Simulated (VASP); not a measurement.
# How biaxial strain in the (0001) plane changes BN (P6_3mc), part 2 of 2

How do the elastic response and the band edges of BN follow biaxial strain in the (0001) plane?

VASP 6.6.1, plane waves and PAW; the level of theory is named at each step.

So far: The structure; Relax the crystal, PBEsol; Strain along the normal, PBEsol; Band edges, TB-mBJ with spin-orbit coupling.

**5. Band edges, r2SCAN**

Short lines in KPOINTS_OPT sample the zone centre along and across the normal of the plane, for masses, and the other valleys.

Level: r2SCAN; plane waves and PAW (B, N); cell typed or built by script.

INCAR reads:

```
SYSTEM = BN
PREC = Accurate
ENCUT = 600
EDIFF = 1E-06
NELM = 100
ISMEAR = 0
SIGMA = 0.02
LREAL = .FALSE.
ALGO = Normal
METAGGA = R2SCAN
LASPH = .TRUE.
NBANDS = 13
LWAVE = .FALSE.
LCHARG = .FALSE.
KPAR = 4
```

POSCAR reads:

```
BN
1.0
    2.5542910150      0.0000000000      0.0000000000
   -1.2771455070      2.2120809080      0.0000000000
    0.0000000000      0.0000000000      4.2018194210
B N
2 2
Direct
    0.3333333333      0.6666666667      0.0011802506
    0.6666666667      0.3333333333      0.5011802506
    0.3333333333      0.6666666667      0.3758197494
    0.6666666667      0.3333333333      0.8758197494
```

KPOINTS reads:

```
Automatic mesh
0
Gamma
11 11 6
0 0 0
```

KPOINTS_OPT reads:

```
Line mode
6
Line-mode
Reciprocal
  0.00000000   0.00000000   0.00000000
  0.00000000   0.00000000   0.03343702

  0.00000000   0.00000000   0.00000000
 -0.02032640   0.01016320   0.00000000

  0.50000000   0.00000000   0.00000000
  0.50000000   0.00000000   0.50000000

  0.33333333   0.33333333   0.00000000
  0.33333333   0.33333333   0.50000000
```

Potentials, in the order of the species: B and N (PBE family, release 64).

Run with:

```sh
> mpirun -np 4 vasp_std
```

The program printed:

```text
[... set-up lines as in an earlier step ...]
 entering main loop
       N       E                     dE             d eps       ncg     rms          rms(c)
DAV:   1     0.500736895196E+02    0.50074E+02   -0.96020E+03  1664   0.138E+03
DAV:   2    -0.417328485865E+02   -0.91807E+02   -0.85230E+02  2318   0.304E+02
DAV:   3    -0.447510851690E+02   -0.30182E+01   -0.30035E+01  2299   0.525E+01
DAV:   4    -0.447678219224E+02   -0.16737E-01   -0.16729E-01  1899   0.405E+00
[...]
DAV:  10    -0.382706911188E+02   -0.24799E-03   -0.71035E-04  1902   0.244E-01    0.724E-02
DAV:  11    -0.382706519709E+02    0.39148E-04   -0.16046E-04  2115   0.112E-01    0.111E-02
DAV:  12    -0.382706526095E+02   -0.63867E-06   -0.80735E-06  2099   0.286E-02
   1 F= -.38270653E+02 E0= -.38270653E+02  d E =-.148646E-32
 Start KPOINTS_OPT (optional k-point list driver)
k-point batch [1-24\24]
       N       E                     dE             ncg
DAV:   1     0.289143657736E+04   -0.89158E+04      624
DAV:   2     0.557389043896E+03   -0.23340E+04      911
DAV:   3     0.472758868124E+03   -0.84630E+02      854
DAV:   4     0.471984209122E+03   -0.77466E+00      679
DAV:   5     0.471971880300E+03   -0.12329E-01      844
DAV:   6     0.471971470387E+03   -0.40991E-03      763
DAV:   7     0.471971455415E+03   -0.14972E-04      712
DAV:   8     0.471971454774E+03   -0.64127E-06      561
```

The job ended after 19 s (4 MPI ranks of Intel Xeon Platinum 8488C (Sapphire Rapids), shared host; peak memory 0.61 GiB).

OUTCAR, selected parts (step 5):

```text
  Total       -0.4760079     -0.4760079      0.3230899     -0.0000000      0.0000000      0.0000000
  in kB      -32.1229919    -32.1229919     21.8034495     -0.0000000      0.0000000      0.0000000
  external PRESSURE =     -14.1475115 kB  Pullay stress =       0.0000000 kB

 POSITION                                       TOTAL-FORCE (eV/Angst)
 -----------------------------------------------------------------------------------
      0.00000      1.47472      0.00496         0.000000      0.000000      0.002574
      1.27715      0.73736      2.10587        -0.000000      0.000000      0.002574
      0.00000      1.47472      1.57913         0.000000     -0.000000     -0.002574
      1.27715      0.73736      3.68004        -0.000000      0.000000     -0.002574
 -----------------------------------------------------------------------------------
    total drift:                               -0.000000      0.000000     -0.000395

  FREE ENERGIE OF THE ION-ELECTRON SYSTEM (eV)
  ---------------------------------------------------
  free  energy   TOTEN  =       -38.2706526095 eV

  energy  without entropy=      -38.2706526095  energy(sigma->0) =      -38.27065261

[... 1 part as in an earlier step ...]

[... 2 further parts left out ...]
[key lines of the parts left out:]
E-fermi :   7.4988
```

Read from the output:

```
energy(sigma→0) of the program : -38.2707 eV
stress, compression positive   : xx, yy, zz -3.21, -3.21, 2.18 GPa
```

The run ends at a pressure of -1.41 GPa, with forces up to 0.0026 eV/Å.

**6. The table**

The other members went through these steps as far as the tables show, with the same cutoff and, step by step, the same mesh; 42 runs are not shown. The session took 2.1 core hours (wall time by ranks) on a shared machine.

| in-plane strain (%) | strain along the normal (%) | in-plane stress, tension positive (GPa) | energy above the unstrained row (meV/atom) | gap on the mesh, PBEsol (eV) |
| --- | --- | --- | --- | --- |
| -2.000 | 0.253 | -23.889 | 17.604 | 4.854 |
| -1.500 | 0.192 | -17.535 | 9.937 | 4.914 |
| -1.000 | 0.131 | -11.448 | 4.495 | 4.967 |
| -0.500 | 0.071 | -5.629 | 1.206 | 5.017 |
| 0 | 0.012 | -0.069 | 0.000 | 5.067 |
| 0.500 | -0.048 | 5.241 | 0.781 | 5.111 |
| 1.000 | -0.107 | 10.313 | 3.492 | 5.146 |
| 1.500 | -0.164 | 15.143 | 8.059 | 5.185 |
| 2.000 | -0.223 | 19.748 | 14.389 | 5.219 |

Slopes at zero strain, from cubics through all rows: strain ratio -0.119, stress over strain 1087 GPa. For (0001) the ratio is −2C₁₃/C₃₃.

Band edges at TB-mBJ with spin-orbit coupling, counted from the valence-band top at Γ, spin-orbit pairs averaged, with one row partly withheld:

| in-plane strain (%) | gap (eV) | conduction band at Γ (eV) | lowest conduction level on M–L (eV) | second valence level below the top (eV) | third valence level below the top (eV) |
| --- | --- | --- | --- | --- | --- |
| -2.000 | 6.472 | 9.565 | 7.665 | 0.013 | 0.449 |
| -1.500 | 6.532 | 9.705 | 7.686 | 0.013 | 0.394 |
| -1.000 | 6.585 | 9.841 | 7.701 | 0.013 | 0.349 |
| -0.500 | 6.635 | ? | 7.712 | 0.013 | 0.308 |
| 0 | 6.684 | 9.858 | 7.720 | 0.013 | 0.270 |
| 0.500 | 6.727 | 9.773 | 7.723 | 0.013 | 0.238 |
| 1.000 | 6.761 | 9.687 | 7.720 | 0.013 | 0.218 |
| 1.500 | 6.798 | 9.602 | 7.681 | 0.013 | 0.195 |
| 2.000 | 6.830 | 9.517 | 7.597 | 0.013 | 0.179 |

Band edges at r2SCAN, counted from the valence-band top at Γ:

| in-plane strain (%) | gap (eV) | conduction band at Γ (eV) | lowest conduction level on M–L (eV) | second valence level below the top (eV) | third valence level below the top (eV) |
| --- | --- | --- | --- | --- | --- |
| -2.000 | 5.488 | 8.782 | 6.995 | 0.000 | 0.469 |
| -1.500 | 5.550 | 8.923 | 7.011 | 0.000 | 0.413 |
| -1.000 | 5.604 | 9.061 | 7.023 | 0.000 | 0.365 |
| -0.500 | 5.655 | 9.170 | 7.031 | 0.000 | 0.321 |
| 0 | 5.705 | 9.084 | 7.035 | 0.000 | 0.281 |
| 0.500 | 5.750 | 8.998 | 7.035 | 0.000 | 0.248 |
| 1.000 | 5.787 | 8.910 | 7.029 | 0.000 | 0.224 |
| 1.500 | 5.826 | 8.825 | 7.022 | 0.000 | 0.199 |
| 2.000 | 5.860 | 8.738 | 6.942 | 0.000 | 0.181 |

**7. Working out the slope**

The quantity to fit is the conduction level at Γ above the mean of the three top valence levels at TB-mBJ with spin-orbit coupling: 9.719, 9.841, 9.962, 9.952, 9.857, 9.763, 9.671, 9.581 eV in the rows shown.

Fitting a parabola to the 8 known rows (e: strain in %) gives E = − 0.07058 e² − 0.05114 e + 9.927 in eV; the residuals are 0.033 eV r.m.s.

At e = -0.5 this predicts 9.9346 eV.

**8. Prediction against calculation**

The calculation gives 10.0479 eV, so the prediction is 0.1133 eV too low, more than twice the residual of the fit.

The rows do not lie on one parabola (a picked bound of 1 % of their span for the r.m.s. residual). Levels that cross, a degenerate level that splits or an edge that moves to another point can do that; which it is was not traced. So the linear term is no slope at zero strain, and none is listed.

**9. Results**

| Item | Value |
| --- | --- |
| ratio of normal to in-plane strain | -0.119 |
| biaxial modulus | 1087 GPa |
| gap of the unstrained cell, TB-mBJ with spin-orbit coupling | 6.68 eV |
| gap of the unstrained cell, r2SCAN | 5.71 eV |
| error of the predicted row | -113.3 meV |

In words: As a check, the curvature of the energy gives 1090 GPa for the same modulus (energy per volume = M × strain²), 0 % from the slope of the stress. The energy also has a linear term worth 0.54 GPa that the stress column lacks, a mark of the finite basis. At TB-mBJ with spin-orbit coupling the edge that sets the gap lies at a point without a column here, up to 1.19 eV below the lowest level listed; the gap runs between 6.47 and 6.83 eV. At r2SCAN the edge that sets the gap lies at a point without a column here, up to 1.51 eV below the lowest level listed; the gap runs between 5.49 and 5.86 eV. Hole masses are left out throughout, since the top bands are degenerate or cross in many series; of conduction masses, those of the Γ, L and (for Si and Ge under (001) strain) Δ valleys are kept where they change by under an eighth between rows. TB-mBJ is a potential fitted for gaps; it has no energy functional, so its total energies and forces mean nothing, and its bands tend to come out too narrow. r2SCAN opens gaps somewhat over GGA but leaves them below measured values as a rule. Spin-orbit coupling is left out at r2SCAN, so the valence splittings there lack it. Temperature, zero-point motion and excitons are left out.

[Lines on the potential files, build, host, timing and source positions are cut from VASP's logs without a mark.]

[Logs are printed without paths, hosts, clocks, repeated set-up lines and the standing remarks that a program may print on its own settings, such as how far it seeks lower states.]

[Hosts, paths, dates, database ids (printed as entryN), source tags and the programs' standing remarks are cut or masked in the printed files.]

[In band tables of VASP the shares of atoms and orbitals are scaled to a sum of 1 inside the atoms' spheres.]
